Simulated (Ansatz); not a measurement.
# Te2Mo: freezing in a mode

The task, for Te2Mo: freeze in mode 7 at growing amplitude.

Method: DFT LDA, scalar-relativistic, plane waves, PAW, in Ansatz 0.2.0.

2 further runs of the same task are left out: 2 set aside as unsound or not needed. Runs told in other sessions of the task aren't counted.

## Step 1: Starting point

The structure is hexagonal, space group P-6m2 (No. 187). Conventional cell: a = 3.471 Å, b = 3.471 Å, c = 30.207 Å, α = 90.00°, β = 90.00°, γ = 120.00°. Around Te (site symmetry 3m) lie 3 Mo at 2.69 Å. Around Mo (site symmetry 3m) lie 6 Te at 2.69 Å. Mo (site symmetry -6m2) has 6 Te at 2.69 Å in its first shell of neighbours.

As a file:

```xyz
9
Lattice="3.4710 0.0000 0.0000 -1.7355 3.0060 0.0000 0.0000 0.0000 30.2065" Properties=species:S:1:pos:R:3 pbc="T T T"
Te    0.0000    0.0000   28.4097
Te    0.0000    2.0040   21.5340
Te    0.0000    2.0040    5.0824
Te    0.0000    2.0040   25.1242
Te    0.0000    2.0040    8.6725
Te    0.0000    0.0000    1.7968
Mo    0.0000    0.0000   23.3262
Mo    0.0000    0.0000    6.8804
Mo    0.0000    2.0040    0.0000
```

It goes back to an entry of the Materials Project, which need not be the stable form.

This cell was relaxed beforehand with the same method: volume 35.02 Å³/atom, gap on the mesh 0.83 eV.

## Step 2: Zero of energy

Reference values: F = -55494.2281 eV; pressure 0.00 GPa; largest force 0.001 eV/Å; gap on the mesh 0.83 eV. It was computed beforehand with the settings of the runs below.

## Step 3: Next: freezing in a mode

Mode 7 of the phonon run on this cell, counted from the lowest, is frozen in: each atom moves by x times its row below, so x is the largest displacement.

```
atom      ux     uy     uz
 Te1   1.000  0.000  0.000
 Te2  -0.522  0.000  0.000
 Te3  -0.478  0.000  0.000
 Te4  -0.478  0.000  0.000
 Te5  -0.522  0.000  0.000
 Te6   1.000  0.000  0.000
 Mo7  -0.496  0.000  0.000
 Mo8  -0.496  0.000  0.000
 Mo9   0.992  0.000  0.000
```

## Step 4: Point x = -0.400 Å

Input file input.yaml:

```yaml
crystal:
  lattice:
    - [3.4709964735, 0.0, 0.0]
    - [-1.7354982368, 3.0059711225, 0.0]
    - [0.0, 0.0, 30.2065362563]
  atoms:
    - { symbol: Te, position: [-0.1152406818, 0.0, 0.9405159683] }
    - { symbol: Te, position: [0.3934660615, 0.6666666667, 0.7128929968] }
    - { symbol: Te, position: [0.3884362811, 0.6666666667, 0.1682534351] }
    - { symbol: Te, position: [0.3884362811, 0.6666666667, 0.8317465649] }
    - { symbol: Te, position: [0.3934660615, 0.6666666667, 0.2871070032] }
    - { symbol: Te, position: [-0.1152406818, 0.0, 0.0594840317] }
    - { symbol: Mo, position: [0.0571697491, 0.0, 0.7722229666] }
    - { symbol: Mo, position: [0.0571697491, 0.0, 0.2277770334] }
    - { symbol: Mo, position: [0.2190071493, 0.6666666667, 0.0] }
basis:
  ecutwfc: 420
kpoints:
  mp_grid: { grid: [12, 12, 1] }
hamiltonian:
  xc: lda
scf:
  occupations: { method: gaussian, width: 0.05 }
output:
  forces: true
  stress: true
  eigenvalues: true
```

On the command line:

```sh
ansatz run input.yaml --threads 2 --pin off --max-ram 5120MiB --backend cpu --events-out ev --progress --plain --runs-dir out
```

The log of the run, cut to the lines that bear on the results:

```text
Warning: RAYON_NUM_THREADS=2 ignored (pool sized by the plan → 2); use --threads N
[...]
Pseudopotentials: kind: paw
Pseudopotential: Te, paw, valence charge 16, recommended cutoff 420 eV (normal), Te.paw.azcp
Pseudopotential: Mo, paw, valence charge 14, recommended cutoff 420 eV (normal), Mo.paw.azcp
Functional definition: SPW92
[...]
Crystal: 9 atoms, lattice volume = 315.166 Å³
Basis set: ecut = 420 eV, 6143 PW (Γ)
Bands: 83, of which v1, the nominal top of the filled ones, is band 69 counted from 1 (68 counted from 0)
Symmetry: 2 space group operations
Space group: Pm (ITA 6), of the structure as read, at distance tolerance 6.8e-5 Å
k-points: 74 of 144 (time reversal used)
[...]
SCF iter   1: F=—  HF=-55494.160577 eV  |F-HF|=—  |Δ(HF+E_count)|=         —  Δρ=6.34e-3  dr2=1.73e-1  ethr=1.77e-3  ⟨swp⟩=9.1  Hψ=25734  notcnv=0  defer=31
[...]
SCF iter  10: F=-55494.139610 eV  HF=-55494.139610 eV  |F-HF|=6.13e-9  |Δ(HF+E_count)|=   6.79e-8  Δρ=1.59e-6  dr2=2.00e-8  ethr=7.25e-11  ⟨swp⟩=11.3  Hψ=23549  notcnv=0
[...]
SCF converged after 10 iterations
Free energy (F): -55494.139610 eV
[...]
E sigma→0 (E₀):  -55494.139610 eV
Fermi energy:    7.655003 eV
[...]
--- Forces (eV/Å), atoms counted from 1 ---
  atom   1  Te     0.10356724     0.04069745     0.08985569
  atom   2  Te    -0.06153970    -0.00069789    -0.00223365
  atom   3  Te    -0.04214864    -0.04110972     0.09279814
  atom   4  Te    -0.04214864    -0.04110972    -0.09279814
  atom   5  Te    -0.06153970    -0.00069789     0.00223365
  atom   6  Te     0.10356724     0.04069745    -0.08985569
  atom   7  Mo    -0.03310053    -0.01100908    -0.00452511
  atom   8  Mo    -0.03310053    -0.01100908     0.00452511
[...]
--- Stress (GPa, compression-positive) ---
        0.024516       0.082718       0.000000
        0.082718       0.126013       0.000000
        0.000000       0.000000       0.363724
  P = ⅓ Tr σ = 0.1714 GPa (1.714 kbar)
--- Band table (eV; the first three rows and the last of 74) ---
[...]
```

Run time: 45 s. Hardware: 2 threads of Intel Xeon 6975P-C (Granite Rapids), shared host; peak memory 1.5 GiB.

## Step 5: At x = 0.300 Å

Input file input.yaml:

```yaml
crystal:
  lattice:
    - [3.4709964735, 0.0, 0.0]
    - [-1.7354982368, 3.0059711225, 0.0]
    - [0.0, 0.0, 30.2065362563]
  atoms:
    - { symbol: Te, position: [0.0864305113, 0.0, 0.9405159683] }
    - { symbol: Te, position: [0.2882337872, 0.6666666667, 0.7128929968] }
    - { symbol: Te, position: [0.2920061225, 0.6666666667, 0.1682534351] }
    - { symbol: Te, position: [0.2920061225, 0.6666666667, 0.8317465649] }
    - { symbol: Te, position: [0.2882337872, 0.6666666667, 0.2871070032] }
    - { symbol: Te, position: [0.0864305113, 0.0, 0.0594840317] }
    - { symbol: Mo, position: [-0.0428773118, 0.0, 0.7722229666] }
    - { symbol: Mo, position: [-0.0428773118, 0.0, 0.2277770334] }
    - { symbol: Mo, position: [0.4190779713, 0.6666666667, 0.0] }
basis:
  ecutwfc: 420
kpoints:
  mp_grid: { grid: [12, 12, 1] }
hamiltonian:
  xc: lda
scf:
  occupations: { method: gaussian, width: 0.05 }
output:
  forces: true
  stress: true
  eigenvalues: true
```

On the command line:

```sh
ansatz run input.yaml --threads 2 --pin off --max-ram 5120MiB --backend cpu --events-out ev --progress --plain --runs-dir out
```

The log of the run, cut to the lines that bear on the results:

```text
[...]
SCF converged after 10 iterations
Free energy (F): -55494.176750 eV
[...]
E sigma→0 (E₀):  -55494.176750 eV
Fermi energy:    7.653780 eV
[...]
--- Forces (eV/Å), atoms counted from 1 ---
  atom   1  Te    -0.08158842     0.02362132     0.05213989
  atom   2  Te     0.04568897    -0.00038811    -0.00099680
  atom   3  Te     0.03593416    -0.02386826     0.05430224
  atom   4  Te     0.03593416    -0.02386826    -0.05430224
  atom   5  Te     0.04568897    -0.00038811     0.00099680
  atom   6  Te    -0.08158842     0.02362132    -0.05213989
  atom   7  Mo     0.02807053    -0.00638551    -0.00241741
  atom   8  Mo     0.02807053    -0.00638551     0.00241741
[...]
--- Stress (GPa, compression-positive) ---
        0.014600      -0.064850       0.000000
       -0.064850       0.071558       0.000000
        0.000000       0.000000       0.208040
  P = ⅓ Tr σ = 0.0981 GPa (0.981 kbar)
--- Band table (eV; the first three rows and the last of 74) ---
[...]
```

Wall time 45 s (2 threads of Intel Xeon 6975P-C (Granite Rapids), shared host); peak memory 1.5 GiB.

## Step 6: Point x = -0.200 Å

Input file input.yaml:

```yaml
crystal:
  lattice:
    - [3.4709964735, 0.0, 0.0]
    - [-1.7354982368, 3.0059711225, 0.0]
    - [0.0, 0.0, 30.2065362563]
  atoms:
    - { symbol: Te, position: [-0.0576203409, 0.0, 0.9405159683] }
    - { symbol: Te, position: [0.3633996974, 0.6666666667, 0.7128929968] }
    - { symbol: Te, position: [0.3608848072, 0.6666666667, 0.1682534351] }
    - { symbol: Te, position: [0.3608848072, 0.6666666667, 0.8317465649] }
    - { symbol: Te, position: [0.3633996974, 0.6666666667, 0.2871070032] }
    - { symbol: Te, position: [-0.0576203409, 0.0, 0.0594840317] }
    - { symbol: Mo, position: [0.0285848745, 0.0, 0.7722229666] }
    - { symbol: Mo, position: [0.0285848745, 0.0, 0.2277770334] }
    - { symbol: Mo, position: [0.2761702413, 0.6666666667, 0.0] }
basis:
  ecutwfc: 420
kpoints:
  mp_grid: { grid: [12, 12, 1] }
hamiltonian:
  xc: lda
scf:
  occupations: { method: gaussian, width: 0.05 }
output:
  forces: true
  stress: true
  eigenvalues: true
```

On the command line:

```sh
ansatz run input.yaml --threads 2 --pin off --max-ram 5120MiB --backend cpu --events-out ev --progress --plain --runs-dir out
```

The log of the run, cut to the lines that bear on the results:

```text
Warning: RAYON_NUM_THREADS=2 ignored (pool sized by the plan → 2); use --threads N
[...]
Pseudopotentials: kind: paw
Pseudopotential: Te, paw, valence charge 16, recommended cutoff 420 eV (normal), Te.paw.azcp
Pseudopotential: Mo, paw, valence charge 14, recommended cutoff 420 eV (normal), Mo.paw.azcp
Functional definition: SPW92
[...]
Crystal: 9 atoms, lattice volume = 315.166 Å³
Basis set: ecut = 420 eV, 6143 PW (Γ)
Bands: 83, of which v1, the nominal top of the filled ones, is band 69 counted from 1 (68 counted from 0)
Symmetry: 2 space group operations
Space group: Pm (ITA 6), of the structure as read, at distance tolerance 6.8e-5 Å
k-points: 74 of 144 (time reversal used)
[...]
SCF iter   1: F=—  HF=-55494.224666 eV  |F-HF|=—  |Δ(HF+E_count)|=         —  Δρ=6.31e-3  dr2=1.65e-1  ethr=1.77e-3  ⟨swp⟩=9.2  Hψ=25788  notcnv=0  defer=35
[...]
SCF iter  10: F=-55494.204775 eV  HF=-55494.204775 eV  |F-HF|=7.07e-9  |Δ(HF+E_count)|=   6.84e-8  Δρ=1.56e-6  dr2=1.94e-8  ethr=7.25e-11  ⟨swp⟩=11.2  Hψ=23261  notcnv=0
[...]
SCF converged after 10 iterations
Free energy (F): -55494.204775 eV
[...]
E sigma→0 (E₀):  -55494.204775 eV
Fermi energy:    7.653547 eV
[...]
--- Forces (eV/Å), atoms counted from 1 ---
  atom   1  Te     0.05621337     0.01072885     0.02381806
  atom   2  Te    -0.03023885    -0.00017130    -0.00008367
  atom   3  Te    -0.02596677    -0.01084389     0.02537145
  atom   4  Te    -0.02596677    -0.01084389    -0.02537145
  atom   5  Te    -0.03023885    -0.00017130     0.00008367
  atom   6  Te     0.05621337     0.01072885    -0.02381806
  atom   7  Mo    -0.02027957    -0.00289899    -0.00093892
  atom   8  Mo    -0.02027957    -0.00289899     0.00093892
[...]
--- Stress (GPa, compression-positive) ---
        0.005728       0.044544       0.000000
        0.044544       0.030914       0.000000
        0.000000       0.000000       0.091863
  P = ⅓ Tr σ = 0.0428 GPa (0.428 kbar)
--- Band table (eV; the first three rows and the last of 74) ---
[...]
```

Wall time 58 s (2 threads of Intel Xeon 6975P-C (Granite Rapids), shared host); peak memory 1.5 GiB.

## Step 7: x = 0.100 Å

Input file input.yaml:

```yaml
crystal:
  lattice:
    - [3.4709964735, 0.0, 0.0]
    - [-1.7354982368, 3.0059711225, 0.0]
    - [0.0, 0.0, 30.2065362563]
  atoms:
    - { symbol: Te, position: [0.0288101704, 0.0, 0.9405159683] }
    - { symbol: Te, position: [0.3183001513, 0.6666666667, 0.7128929968] }
    - { symbol: Te, position: [0.3195575964, 0.6666666667, 0.1682534351] }
    - { symbol: Te, position: [0.3195575964, 0.6666666667, 0.8317465649] }
    - { symbol: Te, position: [0.3183001513, 0.6666666667, 0.2871070032] }
    - { symbol: Te, position: [0.0288101704, 0.0, 0.0594840317] }
    - { symbol: Mo, position: [-0.0142924373, 0.0, 0.7722229666] }
    - { symbol: Mo, position: [-0.0142924373, 0.0, 0.2277770334] }
    - { symbol: Mo, position: [0.3619148793, 0.6666666667, 0.0] }
basis:
  ecutwfc: 420
kpoints:
  mp_grid: { grid: [12, 12, 1] }
hamiltonian:
  xc: lda
scf:
  occupations: { method: gaussian, width: 0.05 }
output:
  forces: true
  stress: true
  eigenvalues: true
```

On the command line:

```sh
ansatz run input.yaml --threads 2 --pin off --max-ram 5120MiB --backend cpu --events-out ev --progress --plain --runs-dir out
```

The log of the run, cut to the lines that bear on the results:

```text
[...]
SCF converged after 10 iterations
Free energy (F): -55494.222184 eV
[...]
E sigma→0 (E₀):  -55494.222184 eV
Fermi energy:    7.654074 eV
[...]
--- Forces (eV/Å), atoms counted from 1 ---
  atom   1  Te    -0.02864399     0.00271657     0.00627790
  atom   2  Te     0.01505375    -0.00004277     0.00047629
  atom   3  Te     0.01357870    -0.00274650     0.00744866
  atom   4  Te     0.01357870    -0.00274650    -0.00744866
  atom   5  Te     0.01505375    -0.00004277    -0.00047629
  atom   6  Te    -0.02864399     0.00271657    -0.00627790
  atom   7  Mo     0.01060926    -0.00073401    -0.00006371
  atom   8  Mo     0.01060926    -0.00073401     0.00006371
[...]
--- Stress (GPa, compression-positive) ---
       -0.000410      -0.022655       0.000000
       -0.022655       0.005858       0.000000
        0.000000       0.000000       0.020245
  P = ⅓ Tr σ = 0.0086 GPa (0.086 kbar)
--- Band table (eV; the first three rows and the last of 74) ---
[...]
```

Wall time 54 s (2 threads of Intel Xeon 6975P-C (Granite Rapids), shared host); peak memory 1.5 GiB.

## Step 8: Point x = 0.350 Å

Input file input.yaml:

```yaml
crystal:
  lattice:
    - [3.4709964735, 0.0, 0.0]
    - [-1.7354982368, 3.0059711225, 0.0]
    - [0.0, 0.0, 30.2065362563]
  atoms:
    - { symbol: Te, position: [0.1008355965, 0.0, 0.9405159683] }
    - { symbol: Te, position: [0.2807171962, 0.6666666667, 0.7128929968] }
    - { symbol: Te, position: [0.285118254, 0.6666666667, 0.1682534351] }
    - { symbol: Te, position: [0.285118254, 0.6666666667, 0.8317465649] }
    - { symbol: Te, position: [0.2807171962, 0.6666666667, 0.2871070032] }
    - { symbol: Te, position: [0.1008355965, 0.0, 0.0594840317] }
    - { symbol: Mo, position: [-0.0500235304, 0.0, 0.7722229666] }
    - { symbol: Mo, position: [-0.0500235304, 0.0, 0.2277770334] }
    - { symbol: Mo, position: [0.4333687443, 0.6666666667, 0.0] }
basis:
  ecutwfc: 420
kpoints:
  mp_grid: { grid: [12, 12, 1] }
hamiltonian:
  xc: lda
scf:
  occupations: { method: gaussian, width: 0.05 }
output:
  forces: true
  stress: true
  eigenvalues: true
```

On the command line:

```sh
ansatz run input.yaml --threads 2 --pin off --max-ram 5120MiB --backend cpu --events-out ev --progress --plain --runs-dir out
```

The log of the run, cut to the lines that bear on the results:

```text
Warning: RAYON_NUM_THREADS=2 ignored (pool sized by the plan → 2); use --threads N
[...]
Pseudopotentials: kind: paw
Pseudopotential: Te, paw, valence charge 16, recommended cutoff 420 eV (normal), Te.paw.azcp
Pseudopotential: Mo, paw, valence charge 14, recommended cutoff 420 eV (normal), Mo.paw.azcp
Functional definition: SPW92
[...]
Crystal: 9 atoms, lattice volume = 315.166 Å³
Basis set: ecut = 420 eV, 6143 PW (Γ)
Bands: 83, of which v1, the nominal top of the filled ones, is band 69 counted from 1 (68 counted from 0)
Symmetry: 2 space group operations
Space group: Pm (ITA 6), of the structure as read, at distance tolerance 6.8e-5 Å
k-points: 74 of 144 (time reversal used)
[...]
SCF iter   1: F=—  HF=-55494.179540 eV  |F-HF|=—  |Δ(HF+E_count)|=         —  Δρ=6.33e-3  dr2=1.70e-1  ethr=1.77e-3  ⟨swp⟩=9.1  Hψ=25825  notcnv=0  defer=32
[...]
SCF iter  10: F=-55494.159202 eV  HF=-55494.159202 eV  |F-HF|=6.55e-9  |Δ(HF+E_count)|=   6.92e-8  Δρ=1.57e-6  dr2=1.94e-8  ethr=7.25e-11  ⟨swp⟩=11.3  Hψ=23414  notcnv=0
[...]
SCF converged after 10 iterations
Free energy (F): -55494.159202 eV
[...]
E sigma→0 (E₀):  -55494.159202 eV
Fermi energy:    7.654262 eV
[...]
--- Forces (eV/Å), atoms counted from 1 ---
  atom   1  Te    -0.09308032     0.03169058     0.06993222
  atom   2  Te     0.05355558    -0.00053143    -0.00157884
  atom   3  Te     0.03959591    -0.03201866     0.07246943
  atom   4  Te     0.03959591    -0.03201866    -0.07246943
  atom   5  Te     0.05355558    -0.00053143     0.00157884
  atom   6  Te    -0.09308032     0.03169058    -0.06993222
  atom   7  Mo     0.03098346    -0.00856962    -0.00339297
  atom   8  Mo     0.03098346    -0.00856962     0.00339297
[...]
--- Stress (GPa, compression-positive) ---
        0.019541      -0.074145       0.000000
       -0.074145       0.097203       0.000000
        0.000000       0.000000       0.281353
  P = ⅓ Tr σ = 0.1327 GPa (1.327 kbar)
--- Band table (eV; the first three rows and the last of 74) ---
[...]
```

Run time: 51 s. Hardware: 2 threads of Intel Xeon 6975P-C (Granite Rapids), shared host; peak memory 1.5 GiB.

## Step 9: The scan collected

The scan, with free energies counted from the undisturbed cell:

```
 x (Å)  ΔE (meV/cell)  force along the mode (eV/Å)  pressure (GPa)  gap on the mesh (eV)
-0.400           88.5                        0.410             0.2                  0.79
-0.200           23.3                        0.229             0.0                  0.82
 0.000            0.0                        0.000             0.0                  0.83
 0.100            5.9                       -0.118             0.0                  0.82
 0.300           51.3                       -0.329             0.1                  0.80
 0.350           68.9                       -0.372             0.1                  0.80
```

Not run, since symmetry makes them alike: 0.400 repeats -0.400, -0.300 repeats 0.300, 0.200 repeats -0.200, -0.100 repeats 0.100. Energy, pressure and gap are the same there.

## Step 10: What came out

| quantity | value |
| --- | --- |
| harmonic wavenumber of the mode | 25 cm⁻¹ |
| the same from the force at an amplitude of 0.100 Å | 25 cm⁻¹ |

What this shows: The force at the smallest amplitude gives 25 cm⁻¹ against 25 cm⁻¹ from the phonon run, so the curve is close to a parabola there. No sampled point lies below the undisturbed cell. The gap on the mesh stays between 0.79 and 0.83 eV. These runs have no spin-orbit coupling; with Te it would split and shift bands. The cell holds empty space of several Å, a single layer or slab in vacuum, so volume, pressure and the long edge depend on that space.
